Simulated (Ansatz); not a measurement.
# InSe (R3m) in Ansatz: a series of runs

Aim: see how the results for InSe move with the level of theory and the settings. Levels: RPBE+D4, PBE. Tasks: relaxation of cell and atoms, single point.

All numbers are computed with Ansatz 0.2.0; they aren't measurements. Logs are shortened: lines on timing, memory, paths and dates and some standing lists are left out, and cuts for length are marked.

**Experimental background.**

From “The Interaction of Hydrogen with the van der Waals Crystal γ-InSe”, 2020, pmc:7321205, for a bulk crystal of InSe at 300 K: band gap 1.25 eV.

How close the calculation comes is told below.

### Step 1. The crystal as given

It takes space group R3m (No. 160, trigonal). The conventional cell has a = 4.000 Å, b = 4.000 Å, c = 25.320 Å, α = 90.00°, β = 90.00°, γ = 120.00°. Around In (site symmetry 3m) lie 3 Se at 2.63 Å and 1 In at 2.82 Å. In (site symmetry 3m) is surrounded by 3 Se at 2.64 Å and 1 In at 2.82 Å. Se (site symmetry 3m) has 3 In at 2.63 Å as nearest neighbours. Se (site symmetry 3m) has 3 In at 2.64 Å as nearest neighbours.

### Step 2. Relaxation of cell and atoms, RPBE+D4

Contents of input.yaml:

```yaml
crystal:
  lattice:
    - [2.0, 1.1547005384, 8.44]
    - [-2.0, 1.1547005384, 8.44]
    - [0.0, -2.3094010768, 8.44]
  atoms:
    - { symbol: In, position: [0.8886, 0.8886, 0.8886] }
    - { symbol: In, position: [0.0, 0.0, 0.0] }
    - { symbol: Se, position: [0.1719, 0.1719, 0.1719] }
    - { symbol: Se, position: [0.3835, 0.3835, 0.3835] }
hamiltonian:
  xc: rpbe
  pseudopotentials: { kind: paw }
  dispersion: d4
kpoints:
  mp_grid: { grid: [8, 8, 8] }
scf:
  occupations: { method: fermi_dirac, width: 0.05 }
output:
  forces: true
  stress: true
relax:
  f_tol: 0.01
  max_steps: 40
  cell: { stress_tol: 0.05 }
```

Potentials or basis: Ansatz PAW.

On the command line:

```console
ansatz run input.yaml --threads 2 --pin off --max-ram 5632MiB --backend cpu --events-out ev --progress --plain --runs-dir out
```

The program printed:

```text
Warning: RAYON_NUM_THREADS=2 ignored (pool sized by the plan → 2); use --threads N
basis.fft_grid_basis auto: the FFT boxes are laid along the combinations [[1, 0, -1], [0, 1, -1], [0, 0, 1]] of the cell's own vectors, 4.000, 4.000 and 8.750 Å long. The dense box has 27×27×60 points. Along the cell's own vectors, as sized, it would have 60×60×60, 4.94 times as many. Of the 6 symmetry operations that the crystal satisfies within crystal.symmetry.tolerance (time reversal apart; of a slab, those that keep its plane) the dense box along the cell's own vectors carries 6, and the one as laid loses 4 of those. basis.fft_grid_basis: typed keeps the cell's own vectors: state it where this run's energies or levels are differenced outside the engine with another run's, or held beside a run that keeps those vectors.
Engine: ansatz 0.2.0, x86_64-unknown-linux-gnu
Pseudopotentials: kind: paw
Pseudopotential: In, paw, valence charge 13, recommended cutoff 420 eV (normal), In.paw.azcp
Pseudopotential: Se, paw, valence charge 16, recommended cutoff 420 eV (normal), Se.paw.azcp
Functional definition: RPBE
  parameter kappa = 0.804
  parameter beta = 0.06672455060314922
  exchange = rpbe_x(kappa = kappa, mu = beta*pi^2/3)
  correlation = pbe_c(beta = beta)
Crystal: 4 atoms, lattice volume = 116.948 Å³
Basis set: ecut = 420 eV, 2309 PW (Γ), FFT grids on a1−a3, a2−a3, a3, exchange–correlation on 54×54×120 points (8 copies of the dense FFT grid, shifted against one another)
Bands: 35, of which v1, the nominal top of the filled ones, is band 29 counted from 1 (28 counted from 0)
Symmetry: 6 space group operations
Space group: R3m (ITA 160), of the structure as read, at distance tolerance 4.9e-5 Å
k-points: 65 of 512 (time reversal used)
Non-local potential: In, projectors of the file, l = 0: 2, l = 1: 2, l = 2: 2, l = 3: 2
Non-local potential: Se, projectors of the file, l = 0: 2, l = 1: 2, l = 2: 3, l = 3: 1
PAW form: soft (Blöchl's): semilocal exchange-correlation on the pseudo side does not see the compensation charge
PAW frozen core: In, regenerated for the run's functional, and the local potential with it (the file was generated under x = pbe(κ = 0.804, μ = 0.2195149727645171), c = pbe(β = 0.06672455060314922))
PAW frozen core: Se, regenerated for the run's functional, and the local potential with it (the file was generated under x = pbe(κ = 0.804, μ = 0.2195149727645171), c = pbe(β = 0.06672455060314922))
PAW one-centre angular grid: In, 590 points (default); XC on 64 Gauss nodes
PAW one-centre angular grid: Se, 590 points (default); XC on 64 Gauss nodes
Initial density: superposition of atomic densities (neutral atoms: chi_scale 0, normalization atom), corrected by the library's trained network
Initial wavefunctions: pseudopotential atomic-orbital guess
Functional: x = rpbe, c = pbe(β = 0.06672455060314922)
SCF iter   1: F=—  HF=-22167.124627 eV  |F-HF|=—  |Δ(HF+E_count)|=         —  Δρ=2.92e-3  dr2=8.35e-3  ethr=1.77e-3  ⟨swp⟩=6.7  Hψ=9282  notcnv=0
preconditioner: auto → Resta (q_TF=auto, 2.427 Å⁻¹)  ε∞=3.3  [insulator: Δε(μ)=0.564 eV  Ē_g=14.102 eV  σ=0.050 eV  W_gap=0.99  n_scr=30 (ndim 8)  ℏωp=21.2 eV  f_vac=0.086  D(μ)=0.00/eV (n_scr^D=0)  ε∞_Penn≈3.3]
SCF iter   2: F=—  HF=-22167.120947 eV  |F-HF|=—  |Δ(HF+E_count)|=   3.68e-3  Δρ=9.10e-4  dr2=7.11e-4  ethr=1.44e-5  ⟨swp⟩=2.0  Hψ=4026  notcnv=0  defer=4
SCF iter   3: F=—  HF=-22167.121295 eV  |F-HF|=—  |Δ(HF+E_count)|=   3.47e-4  Δρ=5.24e-4  dr2=2.47e-4  ethr=1.23e-6  ⟨swp⟩=2.0  Hψ=2559  notcnv=0  defer=4
SCF iter   4: F=—  HF=-22167.121559 eV  |F-HF|=—  |Δ(HF+E_count)|=   2.65e-4  Δρ=1.05e-4  dr2=2.32e-5  ethr=4.25e-7  ⟨swp⟩=2.0  Hψ=2791  notcnv=0  defer=4
SCF iter   5: F=—  HF=-22167.121564 eV  |F-HF|=—  |Δ(HF+E_count)|=   4.60e-6  Δρ=4.07e-5  dr2=4.10e-6  ethr=4.01e-8  ⟨swp⟩=2.0  Hψ=4091  notcnv=0  defer=4
SCF iter   6: F=—  HF=-22167.121575 eV  |F-HF|=—  |Δ(HF+E_count)|=   1.11e-5  Δρ=1.09e-5  dr2=2.26e-7  ethr=7.07e-9  ⟨swp⟩=2.0  Hψ=2792  notcnv=0  defer=4
[... 80 lines left out ...]
SCF iter   6: F=—  HF=-22167.160752 eV  |F-HF|=—  |Δ(HF+E_count)|=   1.69e-9  Δρ=1.49e-7  dr2=6.13e-11  ethr=1.00e-12  ⟨swp⟩=3.0  Hψ=4362  notcnv=0
SCF iter   7: F=-22167.160752 eV  HF=-22167.160752 eV  |F-HF|=1.82e-11  |Δ(HF+E_count)|=  2.11e-10  Δρ=5.36e-8  dr2=5.43e-12  ethr=1.00e-12  ⟨swp⟩=4.5  Hψ=8235  notcnv=0
SCF 7 converged in 7 iterations: F = -22167.160752 eV  dr2 = 5.43e-12
relax step   7: F+E_penalty+E_count = -22167.16075230 eV  Δ(F+E_penalty+E_count) = +5.368e-4 eV  max|allowed force component| = 6.283e-5 eV/Å  Δτ_max = 0.0000 Å  P = -0.005 GPa  Ω = 114.335 Å³  stress off target by 7.38e-3 GPa  SCF on the basis re-selected at this cell (its energy is not comparable with the rows above)  (7 SCF iters)
basis re-selected at this cell: Δ(F+E_penalty+E_count) = +5.368e-4 eV, ΔP = -0.001 GPa vs the last step (what re-selecting the basis moved, of the pressure what is left beyond the Pulay correction that the steps carried, after the strain that the cell walked since its last selection, with what the two solves' SCF thresholds leave and, on support functions, any second-order correction that the steps lacked; it is no measure of the basis error at this ecutwfc). This SCF's stress stands 7.38e-3 GPa from its target on what of the cell is left free (relax.cell.stress_tol is 5.00e-2 GPa) and its largest allowed force component is 6.28e-5 eV/Å (relax.f_tol is 1.00e-2 eV/Å): within both
SCF converged after 7 iterations
Free energy (F): -22167.160752 eV
Harris-Foulkes:  -22167.160752 eV  (|F-HF|=1.82e-11)
Internal energy: -22167.160704 eV  (E = F + TS)
E sigma→0 (E₀):  -22167.160728 eV
Entropy (-TS):   -0.000048 eV (-0.012 meV/atom)
Fermi energy:    7.980380 eV
--- Per-component energies (eV) ---
  E_band       = -887.370637
  E_kinetic    = 722.410473
  E_local      = -7776.232735  (includes V_loc(G=0)·N_el)
  E_nonlocal   = -460.904154
  E_hartree    = 3593.082346
  E_xc         = -640.066108
  E_vxc        = -393.505467  (∫ρ·V_xc dr)
  E_paw        = -12160.126346  (= ΣΔE_a)
  E_vpaw       = -165.302407  (= ΣTr[D̂ρ^β])
  E_aug_tail   = -0.001135  (compensation charges beyond the density's cutoff)
  E_ewald      = -5442.498491
  E_disp       = -2.410070  (pairwise vdW)
  E_core_change = -0.414486  (= ΣΔE_core)
  E_smearing   = -0.000048  (= −TS)
  E_closure    = -0.000000  (closes the sum)
  Σ components = -22167.160752   (vs F -22167.160752, Δ=0.00e0)
--- Forces (eV/Å), atoms counted from 1 ---
  atom   1  In    -0.00000000    -0.00000000    -0.00006284
  atom   2  In     0.00000000    -0.00000000     0.00002862
  atom   3  Se     0.00000000     0.00000000     0.00005540
  atom   4  Se     0.00000000     0.00000000    -0.00002122
  max |Σ_I F_I| component: 3.08e-8 eV/Å
--- Stress (GPa, compression-positive) ---
       -0.007382       0.000000       0.000000
        0.000000      -0.007382      -0.000000
        0.000000      -0.000000      -0.001386
  P = ⅓ Tr σ = -0.0054 GPa (-0.054 kbar)
--- Relaxed structure (6 steps of the walk, 5 accepted, 1 SCFs on fresh bases) ---
  F+E_penalty+E_count = -22167.16075230 eV   max|allowed force component| = 6.283e-5 eV/Å   (the final SCF, on the basis selected at the relaxed cell)
  cell:  # Å, volume = 114.3346 Å³
    - [2.0107625541928194, 1.1609143019396446, 8.163294171339668]
    - [-2.0107625541928194, 1.1609143019396446, 8.163294171339668]
    - [-2.0905524287829763e-34, -2.3218286038792875, 8.163294171339668]
  atoms:
    - { symbol: In, position: [0.8872530225070799, 0.8872530225070799, 0.8872530225070797] }
    - { symbol: In, position: [0.001321007936043103, 0.001321007936043103, 0.0013210079360431045] }
    - { symbol: Se, position: [0.16748655535560486, 0.16748655535560486, 0.16748655535560486] }
    - { symbol: Se, position: [0.3879394142012724, 0.3879394142012724, 0.3879394142012724] }
```

Wall time 2 min (2 threads of Intel Xeon at 2.50GHz (Skylake/Cascade Lake), shared host); peak memory 0.54 GiB.

What came out:

```yaml
Free_energy: -22167.1608 eV
Relaxed_volume: 28.58 Å³/atom
Relaxed_cell: a = 8.487 Å, b = 8.487 Å, c = 8.487 Å, α = 27.41°, β = 27.41°, γ = 27.41°
Space_group_after_relaxing_to_0.05_Å: R3m (No. 160)
Energy_gained_by_relaxing: 9.8 meV/atom
Ionic_steps: 6
Pressure_after_relaxing: 0.0 GPa
Band_gap_on_the_k_mesh: 0.41 eV
```

Step by step:
```
step  energy change (eV)  largest force (eV/Å)  volume (Å³)
   1              0.0000                0.4405       116.95
   2             -0.0373                0.0176       115.02
   3             -0.0392                0.0361       114.01
   4             -0.0395                0.0124       114.51
   5             -0.0397                0.0003       114.33
   6             -0.0392                0.0001       114.33
```

Final structure:
```
In Se
1.0
     2.01076    1.16091    8.16329
    -2.01076    1.16091    8.16329
     0.00000   -2.32183    8.16329
In Se
2 2
Direct
  0.88725 0.88725 0.88725
  0.00132 0.00132 0.00132
  0.16749 0.16749 0.16749
  0.38794 0.38794 0.38794
```

Caveat: the plane-wave basis is chosen anew once the cell has moved, so the energies of steps on either side of that aren't comparable; spin-orbit coupling is left out, which moves the levels of the heavy elements; the PAW data sets come from PBE, with cores solved anew for the run's functional, which leaves a small shift of forces and pressure. A hybrid or GW would open this gap; RPBE tends to underestimate it.

### Step 3. Single point, PBE

Changes to input.yaml since step 2:

```diff
@@ -11,5 +11,4 @@
 hamiltonian:
-  xc: rpbe
+  xc: pbe
   pseudopotentials: { kind: paw }
-  dispersion: d4
 kpoints:
@@ -17,3 +16,3 @@
 scf:
-  occupations: { method: fermi_dirac, width: 0.05 }
+  occupations: { method: gaussian, width: 0.011 }
 output:
@@ -21,5 +20,2 @@
   stress: true
-relax:
-  f_tol: 0.01
-  max_steps: 40
-  cell: { stress_tol: 0.05 }
+  eigenvalues: true
```

Potentials or basis: Ansatz PAW.

On the command line:

```console
ansatz run input.yaml --threads 2 --pin off --max-ram 5632MiB --backend cpu --events-out ev --progress --plain --runs-dir out
```

It took 20 s on 2 threads of Intel Xeon at 2.50GHz (Skylake/Cascade Lake), shared host; peak memory 0.51 GiB.

Results (log left out):

| Item | Value |
| --- | --- |
| Free energy | -22135.8667 eV |
| Pressure | 2.7 GPa |
| Largest force | 0.365 eV/Å |
| Band gap on the k mesh | 0.44 eV, direct |

Forces on the atoms (eV/Å):
```
In   0.000  0.000  0.365
In   0.000  0.000 -0.350
Se   0.000  0.000 -0.258
Se   0.000  0.000  0.242
```

Stress tensor (GPa, compression positive):
```
3.15 0.00 0.00
0.00 3.15 0.00
0.00 0.00 1.95
```

Levels at points of the mesh, in eV from the valence-band top:
| k point | band 26 | band 27 | band 28 | band 29 | band 30 | band 31 | band 32 | band 33 |
| --- | --- | --- | --- | --- | --- | --- | --- | --- |
| (0.00, 0.00, 0.00) | -1.30 | -1.30 | -1.21 | -1.21 | 1.70 | 2.11 | 4.40 | 4.40 |
| (0.00, 0.00, -0.50) | -2.38 | -2.34 | -2.24 | -1.67 | 1.22 | 1.97 | 3.64 | 3.99 |
| (0.00, -0.50, -0.50) | -2.65 | -2.50 | -2.05 | -1.50 | 1.19 | 1.98 | 3.30 | 3.62 |
| (-0.50, -0.50, -0.50) | -1.37 | -1.14 | -1.14 | 0.00 | 0.44 | 2.17 | 4.32 | 4.32 |

Caveat: spin-orbit coupling is left out, which moves the levels of the heavy elements.

### Step 4. How close it comes

Step 3. Against the measured gap of InSe, 1.25 eV (300 K; “The Interaction of Hydrogen with the van der Waals Crystal γ-InSe”, 2020, pmc:7321205), the calculated 0.44 eV is off by -0.81 eV. Spin-orbit coupling on In, Se is left out. The value is that of PBE on a finite k mesh, which can miss the band edges, without temperature or zero-point motion. Semilocal functionals fall short of measured gaps as a rule.
